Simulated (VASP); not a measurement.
# Settings for Mg: density of states at the Fermi level

Mg, P6_3/mmc (no. 194), 2 atoms in the cell. LDA, density of states on a second, denser mesh; PAW potentials Mg (LDA set). VASP 6.6.1.

Wanted: states at the Fermi level within 5 %; Fermi level on the dense mesh within 0.02 eV.

POSCAR:
```
Mg
1.0
    3.2093000000      0.0000000000      0.0000000000
   -1.6046500000      2.7793353284      0.0000000000
    0.0000000000      0.0000000000      5.2103000000
Mg
2
Direct
    0.6666666667      0.3333333333      0.7500000000
    0.3333333333      0.6666666667      0.2500000000
```

The series start from KSPACING_OPT: 0.14; k mesh: 9 × 9 × 5; Cutoff ENCUT (eV): 400; NEDOS: 3001; KPOINTS_OPT_MODE: 1. Each series keeps the choices made before it, and each single choice may use up half of a tolerance.

## KSPACING_OPT

| KSPACING_OPT | States at the Fermi level (states/eV/atom) | Fermi level on the dense mesh (eV) | Time (s) |
|---|---|---|---|
| 0.4 | 0.3734 | 2.276 | 7.7 |
| 0.28 | 0.2802 | 2.387 | 8.4 |
| 0.2 | 0.3253 | 2.409 | 10 |
| 0.14 | 0.3499 | 2.435 | 15 |
| 0.1 | 0.43 | 2.427 | 26 |
| 0.075 | 0.4271 | 2.421 | 46 |
| 0.06 (reference) | 0.4293 | 2.420 | 80 |

Chosen: 0.1, the loosest value from which every tighter one stays within half of the tolerance.

## k mesh

| k mesh | States at the Fermi level (states/eV/atom) | Fermi level on the dense mesh (eV) | Time (s) |
|---|---|---|---|
| 4 × 4 × 3 | 0.4304 | 2.427 | 20 |
| 6 × 6 × 3 | 0.4297 | 2.428 | 23 |
| 7 × 7 × 4 | 0.4299 | 2.427 | 18 |
| 9 × 9 × 5 | 0.43 | 2.427 | 26 |
| 11 × 11 × 6 | 0.43 | 2.427 | 24 |
| 14 × 14 × 8 (reference) | 0.4304 | 2.427 | 25 |

Chosen: 4 × 4 × 3.

## Cutoff ENCUT (eV)

| Cutoff ENCUT (eV) | States at the Fermi level (states/eV/atom) | Fermi level on the dense mesh (eV) | Time (s) |
|---|---|---|---|
| 250 | 0.43 | 2.428 | 11 |
| 300 | 0.4299 | 2.428 | 19 |
| 350 | 0.4304 | 2.427 | 25 |
| 400 | 0.4304 | 2.427 | 20 |
| 500 | 0.4304 | 2.427 | 39 |
| 600 | 0.4304 | 2.427 | 55 |
| 750 (reference) | 0.4304 | 2.427 | 52 |

Chosen: 250.

## NEDOS

| NEDOS | States at the Fermi level (states/eV/atom) | Fermi level on the dense mesh (eV) | Time (s) |
|---|---|---|---|
| 301 | 0.4336 | 2.428 | 15 |
| 1001 | 0.4294 | 2.428 | 11 |
| 3001 | 0.43 | 2.428 | 11 |
| 9001 (reference) | 0.4302 | 2.428 | 16 |

Chosen: 301.

## KPOINTS_OPT_MODE

| KPOINTS_OPT_MODE | States at the Fermi level (states/eV/atom) | Fermi level on the dense mesh (eV) | Time (s) |
|---|---|---|---|
| 1 | 0.4336 | 2.428 | 15 |
| 2 | 0.4336 | 2.428 | 60 |

Chosen: 1; no other choice that stays within half of the tolerance saves 30 % of the time.

## All choices together

| Input | States at the Fermi level (states/eV/atom) | Fermi level on the dense mesh (eV) | Time (s) |
|---|---|---|---|
| program defaults, k points 0.5 per Å apart (naive) | 0.2608 | 2.345 | 2.9 |
| chosen settings | 0.4336 | 2.428 | 15 |
| reference settings throughout | 0.4292 | 2.419 | 291 |

The tolerance is met.

## The input

INCAR:
```
ALGO     = Normal         # electronic algorithm
EDIFF    = 1E-6           # SCF threshold, eV
ENCUT    = 250            # plane-wave cutoff, eV
GGA      = CA             # functional
ISMEAR   = -5             # smearing method
KPAR     = 2            
KPOINTS_OPT_MODE= 1            
KSPACING_OPT= 0.1          
LASPH    = True           # aspherical terms in the spheres
LCHARG   = False          # write CHGCAR
LREAL    = False          # projectors in reciprocal space
LWAVE    = False          # write WAVECAR
NBANDS   = 11             # bands
NEDOS    = 301            # points of the DOS
NELM     = 120            # most SCF steps
PREC     = Accurate       # precision mode
SIGMA    = 0.05           # smearing width, eV
```

KPOINTS:
```
Automatic mesh
0
Gamma
  4 4 3
  0 0 0
```

Commands:
```
cat potpaw_LDA.64/Mg/POTCAR > POTCAR
mpirun -np 2 vasp_std > vasp.out
```

The chosen input took VASP 6.6.1 15 s on 2 cores (Intel Xeon Platinum 8488C (Sapphire Rapids)), a shared host.

## An input that fails: no diagonalisation on the second mesh

It runs to its end, but against the unchanged starting input it is off by 47 % in the states at the Fermi level, 11.134 eV in the Fermi level on the dense mesh.

Changes against the starting input:
```
- KPOINTS_OPT_MODE = 1
+ KPOINTS_OPT_MODE = 0
```
